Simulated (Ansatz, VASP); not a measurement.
# One calculation of TaSi2, two programs

Contents of INCAR:

```
PREC = Accurate
ENCUT = 600
EDIFF = 1E-7
ISMEAR = 0
SIGMA = 0.1
LREAL = False
LASPH = True
NELM = 60
ALGO = Normal
ISIF = 3
LWAVE = False
LCHARG = False
GGA = PE
IBRION = 2
NSW = 90
EDIFFG = -0.04
```

KPOINTS

```
regular mesh
0
Gamma
  6 6 6
```

The input POSCAR:

```
TaSi2
1.0
    4.3320943563      0.0000000000      0.0000000000
   -2.1660471782      3.7517037642      0.0000000000
    0.0000000000      0.0000000000      2.7079940230
Ta Si
1 2
Direct
    0.0000000000      0.0000000000      0.0000000000
    0.3333333333      0.6666666667      0.5000000000
    0.6666666667      0.3333333333      0.5000000000
```

Input for Ansatz:

```yaml
crystal:
  lattice:
    - [4.3320943563, 0.0, 0.0]
    - [-2.1660471782, 3.7517037642, 0.0]
    - [0.0, 0.0, 2.707994023]
  atoms:
    - { symbol: Ta, position: [0.0, 0.0, 0.0] }
    - { symbol: Si, position: [0.3333333333, 0.6666666667, 0.5] }
    - { symbol: Si, position: [0.6666666667, 0.3333333333, 0.5] }
basis:
  ecutwfc: 420
kpoints:
  mp_grid: { grid: [6, 6, 6] }
hamiltonian:
  xc: pbe
scf:
  occupations: { method: gaussian, width: 0.1 }
  lower_state_search: "off"
output:
  forces: true
  stress: true
  eigenvalues: true
relax:
  adjacent_minimum: "off"
  f_tol: 0.04
  max_steps: 70
  cell: { stress_tol: 0.4 }
```

Alike in both runs: task relaxation of cell and atoms; functional PBE; k mesh 6 × 6 × 6; occupations gaussian, width 0.1 eV; no spin polarisation.

```csv
,VASP,Ansatz
version,VASP 6.6.1,Ansatz 0.2.0
potentials or method,"VASP PAW PBE potentials, release 64 (Ta_pv, Si)","scalar-relativistic, plane waves, PAW"
plane-wave cutoff (eV),600,420
valence electrons in the cell,19,21
```

```csv
,VASP,Ansatz,Ansatz less VASP
"gap on the k mesh at the Fermi level, each at its own relaxed structure (eV)",none,none,-
relaxed volume (Å³/atom),14.92,14.88,-0.034
relaxed cell length with the largest relative difference (Å),4.417,4.413,-0.0041
energy change over the relaxation (meV/atom),-9,-9,+0.1
```

A gap of «none» marks a metal or a gap that the smearing closes. The two sets of potentials don't hold the same shells in valence.

Caveats: the k mesh is coarse (spacing up to 0.39 Å⁻¹), so the values aren't converged. Spin-orbit coupling is left out, which matters for the levels of Ta.
